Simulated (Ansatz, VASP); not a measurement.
# TiO2 (Anatase) in VASP and in Ansatz

```xyz
6
Lattice="-1.8921 1.8921 4.7573 1.8921 -1.8921 4.7573 1.8921 1.8921 -4.7573" Properties=species:S:1:pos:R:3 pbc="T T T"
Ti    0.0000    1.8921    2.3786
Ti    0.0000    0.0000    0.0000
O     0.0000    0.0000    7.5346
O     0.0000    1.8921    0.3987
O     0.0000    1.8921    4.3586
O     0.0000    0.0000    1.9800
```

Alike in both runs: task relaxation of cell and atoms; functional BLYP; dispersion D3(BJ); k mesh 10 × 10 × 10; occupations fermi-dirac, width 0.05 eV; no spin polarisation.

|  | VASP | Ansatz |
| --- | --- | --- |
| version | VASP 6.6.1 | Ansatz 0.2.0 |
| potentials or method | VASP PAW PBE potentials, release 64 (Ti_sv, O) | Ansatz PAW |
| plane-wave cutoff (eV) | 600 | 420 |
| valence electrons in the cell | 48 | 48 |

Ansatz gave:

* gap on the k mesh at the Fermi level, each at its own relaxed structure (eV): 2.09
* relaxed volume (Å³/atom): 11.46
* relaxed cell length with the largest relative difference (Å): 5.480
* energy change over the relaxation (meV/atom): -1

Question: What did VASP give for the same quantities?

Answer: gap on the k mesh at the Fermi level, each at its own relaxed structure (eV): 2.06; relaxed volume (Å³/atom): 11.51; relaxed cell length with the largest relative difference (Å): 5.492; energy change over the relaxation (meV/atom): -2.

Caveats: the PAW data sets were made with another functional, which shifts forces and pressure a little (VASP); the plane-wave basis is chosen anew once the cell has moved, so the energies of steps on either side of that aren't comparable (Ansatz); the pressure holds a Pulay correction of +0.8 GPa for the finite cutoff (Ansatz); the PAW data sets come from PBE, with cores solved anew for the run's functional, which leaves a small shift of forces and pressure (Ansatz). As with any semilocal functional, this BLYP gap is likely too small. A k mesh can miss the band edges.
